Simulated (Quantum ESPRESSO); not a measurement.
# Pb (Fd-3m) in Quantum ESPRESSO: settings compared, part 2 of 2

Quantum ESPRESSO 7.5. The steps go on from the part before.

## (4) Relaxation of cell and atoms, PBEsol+D3(BJ)

run.py reads:

```python
import numpy as np
from ase.calculators.espresso import Espresso, EspressoProfile
from ase.io import read

atoms = read('Pb.cif')

input_data = {
    'control': {'calculation': 'scf', 'prefix': 'pwscf', 'outdir': './tmp', 'tprnfor': True, 'tstress': True, 'disk_io': 'low'},
    'system': {'ecutwfc': 45.0, 'ecutrho': 360.0, 'nbnd': 21, 'occupations': 'smearing', 'smearing': 'fd', 'degauss': 0.00367493, 'vdw_corr': 'grimme-d3', 'dftd3_version': 4},
    'electrons': {'conv_thr': 4e-10, 'electron_maxstep': 120, 'mixing_beta': 0.5},
}
pseudopotentials = {'Pb': 'pb_pbesol_v1.uspp.F.UPF'}
profile = EspressoProfile(command='mpirun -n 2 pw.x -nk 2', pseudo_dir='pseudo')
dft = Espresso(profile=profile, input_data=input_data, pseudopotentials=pseudopotentials, kpts=(7, 7, 7), koffset=(0, 0, 0))
atoms.calc = dft

from ase.optimize import BFGS
from ase.filters import FrechetCellFilter
done = BFGS(FrechetCellFilter(atoms), trajectory='opt.traj').run(fmax=0.02, steps=30)
print('converged', done)
print('cell (A)', np.round(atoms.cell.cellpar(), 5))
print(f'energy {atoms.get_potential_energy():.8f} eV')
print('forces (eV/A)')
print(np.round(atoms.get_forces(), 6))
print('stress (eV/A^3, Voigt)')
print(np.round(atoms.get_stress(), 8))
print(f'Fermi level {dft.get_fermi_level():.4f} eV')
```

Pb.cif reads:

```cif
data_Pb
_cell_length_a 4.86348052
_cell_length_b 4.86348052
_cell_length_c 4.86348052
_cell_angle_alpha 60.00000000
_cell_angle_beta 60.00000000
_cell_angle_gamma 60.00000000
_space_group_name_H-M_alt 'P1'
_space_group_name_Hall 'P 1'
_space_group_IT_number 1
loop_
_space_group_symop_operation_xyz
'x,y,z'
loop_
_atom_site_label
_atom_site_type_symbol
_atom_site_symmetry_multiplicity
_atom_site_Wyckoff_symbol
_atom_site_fract_x
_atom_site_fract_y
_atom_site_fract_z
_atom_site_occupancy
Pb1 Pb 1 a 0.2500000000 0.2500000000 0.2500000000 1
Pb2 Pb 1 a 0.0000000000 0.0000000000 0.0000000000 1
```

Potentials or basis: GBRV 1.5 PBEsol.

Run with:

```
OMP_NUM_THREADS=1 python run.py
```

Standard output:

```text
Step          Energy          fmax
BFGS:    0    -4459.649515        0.216928
BFGS:    1    -4459.651166        0.181353
BFGS:    2    -4459.654491        0.008167
converged True
cell (A) [ 4.81774  4.81774  4.81774 60.      60.      60.     ]
energy -4459.65449103 eV
forces (eV/A)
[[ 0.e+00 -0.e+00  4.e-06]
 [ 0.e+00  0.e+00 -4.e-06]]
stress (eV/A^3, Voigt)
[-0.00020659 -0.00020659 -0.00020567  0.         -0.         -0.        ]
Fermi level 7.4899 eV
```

espresso.pwi:

```text
&CONTROL
   calculation      = 'scf'
   tstress          = .true.
   tprnfor          = .true.
   outdir           = './tmp'
   prefix           = 'pwscf'
   disk_io          = 'low'
   pseudo_dir       = 'pseudo'
/
&SYSTEM
   nbnd             = 21
   ecutwfc          = 45.0
   ecutrho          = 360.0
   occupations      = 'smearing'
   degauss          = 0.00367493
   smearing         = 'fd'
   vdw_corr         = 'grimme-d3'
   dftd3_version    = 4
   ntyp             = 1
   nat              = 2
   ibrav            = 0
/
&ELECTRONS
   electron_maxstep = 120
   conv_thr         = 4e-10
   mixing_beta      = 0.5
/
&IONS
/
&CELL
/
&FCP
/
&RISM
/
ATOMIC_SPECIES
Pb 207.2 pb_pbesol_v1.uspp.F.UPF

K_POINTS automatic
7 7 7  0 0 0

CELL_PARAMETERS angstrom
4.81774405239442 0.00000000000000 -0.00000000000000
2.40887202619721 4.17228873830495 -0.00000000000000
2.40887202619721 1.39076291276832 3.93367154656493

ATOMIC_POSITIONS angstrom
Pb 2.4088720262 1.3907629128 0.9834172119  
Pb -0.0000000000 0.0000000000 0.0000006747
```

espresso.pwo:

```text
This program is part of the open-source Quantum ESPRESSO suite
     for quantum simulation of materials; please cite
         "P. Giannozzi et al., J. Phys.:Condens. Matter 21 395502 (2009);
         "P. Giannozzi et al., J. Phys.:Condens. Matter 29 465901 (2017);
         "P. Giannozzi et al., J. Chem. Phys. 152 154105 (2020);
     in publications or presentations arising from this work. More details at

Warning: card &CELL ignored
Warning: card &FCP ignored
Warning: card &RISM ignored

     Message from routine setup:
[... 7 lines left out ...]
     --------------------
     sticks:   dense  smooth     PW     G-vecs:    dense   smooth      PW
     Sum        2053    1039    313                61527    21883    3527

     Using Slab Decomposition

     bravais-lattice index     =            0
     lattice parameter (alat)  =       9.1042  a.u.
     unit-cell volume          =     533.5963 (a.u.)^3
     number of atoms/cell      =            2
     number of atomic types    =            1
     number of electrons       =        28.00
     number of Kohn-Sham states=           21
     kinetic-energy cutoff     =      45.0000  Ry
     charge density cutoff     =     360.0000  Ry
     scf convergence threshold =      4.0E-10
     mixing beta               =       0.5000
     number of iterations used =            8  plain     mixing
     Exchange-correlation= SLA  PW   PSX  PSC
[... 213 lines left out ...]
          k = 0.0000 0.0000 0.0000 (  2733 PWs)   bands (ev):

    -9.7204  -9.7204  -9.7204  -9.6382  -9.6382  -9.1745  -9.1745  -9.1745
    -9.1443  -9.1443  -3.8360   3.6931   7.9063   7.9063   7.9063   9.9208
     9.9208   9.9208  11.5081  15.2402  15.2404
[... 225 lines left out ...]
    -9.8095  -9.8066  -9.6146  -9.5111  -9.4495  -9.3691  -9.3403  -9.2713
    -9.0378  -9.0351  -1.6753  -0.4093   5.0320   5.3556   9.2913   9.3164
    12.2926  13.6873  15.2331  15.2358  15.5924

          k = 0.1429-0.5774-0.4082 (  2716 PWs)   bands (ev):

    -9.8119  -9.7933  -9.6148  -9.5652  -9.3983  -9.3846  -9.3223  -9.2739
    -9.0493  -9.0309  -1.2062  -0.9345   5.0019   5.5500   8.3571   9.2255
    13.6953  14.2512  14.9234  15.2394  15.2624

          k = 0.2857-0.6598 0.0583 (  2711 PWs)   bands (ev):
[... 13 lines left out ...]
    -9.8196  -9.7930  -9.6220  -9.5128  -9.4615  -9.3482  -9.3425  -9.2665
    -9.0515  -9.0291  -2.1850   0.2007   4.6818   6.3760   8.5051  11.7036
    11.7635  12.0641  14.1446  14.5662  15.2372

          k = 0.2857-0.6598-0.2916 (  2716 PWs)   bands (ev):

    -9.8268  -9.8080  -9.5796  -9.4785  -9.4356  -9.3883  -9.3760  -9.3010
    -9.0353  -9.0160  -1.4582  -0.6410   4.6803   5.4158   9.3631  10.8469
    11.9139  12.2074  15.0497  15.2376  15.2440

     the Fermi energy is     7.4899 ev

!    total energy              =    -327.77858804 Ry
     estimated scf accuracy    <          2.8E-11 Ry
     smearing contrib. (-TS)   =      -0.00044512 Ry
     internal energy E=F+TS    =    -327.77814292 Ry

     The total energy is F=E-TS. E is the sum of the following terms:
     one-electron contribution =    -110.65853825 Ry
     hartree contribution      =      73.04864350 Ry
     xc contribution           =    -126.11394863 Ry
     ewald contribution        =    -164.00578679 Ry
     DFT-D3 Dispersion         =      -0.04851276 Ry

     convergence has been achieved in   8 iterations

     negative rho (up, down):  3.416E-02 0.000E+00

     Forces acting on atoms (cartesian axes, Ry/au):

     atom    1 type  1   force =     0.00000000   -0.00000000    0.00000015
     atom    2 type  1   force =     0.00000000    0.00000000   -0.00000015

     Total force =     0.000000     Total SCF correction =     0.000001
     SCF correction compared to forces is large: reduce conv_thr to get better values

     Computing stress (Cartesian axis) and pressure

     negative rho (up, down):  3.416E-02 0.000E+00
          total   stress  (Ry/bohr**3)                   (kbar)     P=        0.33
   0.00000225   0.00000000   0.00000000            0.33        0.00        0.00
   0.00000000   0.00000225  -0.00000000            0.00        0.33       -0.00
   0.00000000  -0.00000000   0.00000224            0.00       -0.00        0.33

=------------------------------------------------------------------------------=
   JOB DONE.
=------------------------------------------------------------------------------=
```

Wall time 2.4 min (2 MPI ranks of Arm Neoverse N1, shared host); peak memory 0.38 GiB.

What came out:

```yaml
Free_energy: -4459.6549 eV
Relaxed_volume: 39.54 Å³/atom
Relaxed_cell: a = 4.818 Å, b = 4.818 Å, c = 4.818 Å, α = 60.00°, β = 60.00°, γ = 60.00°
Space_group_after_relaxing_to_0.05_Å: Fd-3m (No. 227)
Energy_gained_by_relaxing: 2.5 meV/atom
Ionic_steps: 3
Pressure_after_relaxing: 0.0 GPa
Band_gap_on_the_k_mesh: none (metal or under the smearing width)
```

Step by step:
```tsv
step	energy change (eV)	largest force (eV/Å)	pressure (GPa)	volume (Å³)
1	0.0000	0.0000	-0.85	81.34
2	-0.0017	0.0000	-0.72	80.97
3	-0.0050	0.0000	0.03	79.07
```

Final structure:
```
CELL_PARAMETERS angstrom
4.81774 0.00000 0.00000
2.40887 4.17229 0.00000
2.40887 1.39076 3.93367
ATOMIC_POSITIONS crystal
Pb 0.25000 0.25000 0.25000
Pb 0.00000 0.00000 0.00000
```

Caveat: pairwise dispersion overbinds metals, which lowers pressure and volume. Spin-orbit coupling is left out, which matters for the levels of Pb.

## (5) Overview

```csv
level,gap on the mesh (eV),pressure (GPa),relaxed volume (Å³/atom)
PBEsol,none,0.0,41.04
PBEsol+D3,none,0.0,40.13
PBEsol+D3(BJ),none,0.0,39.54
```

Alike in all rows: task relaxation of cell and atoms; potentials or basis GBRV 1.5 PBEsol; no spin polarisation; cell relaxed; k mesh 7 × 7 × 7; cutoff (eV) 612; smearing fermi-dirac 0.05 eV.

Caveats: pairwise dispersion overbinds metals, which lowers pressure and volume (some runs).

Absolute energies hang on the potentials; compare differences alone.
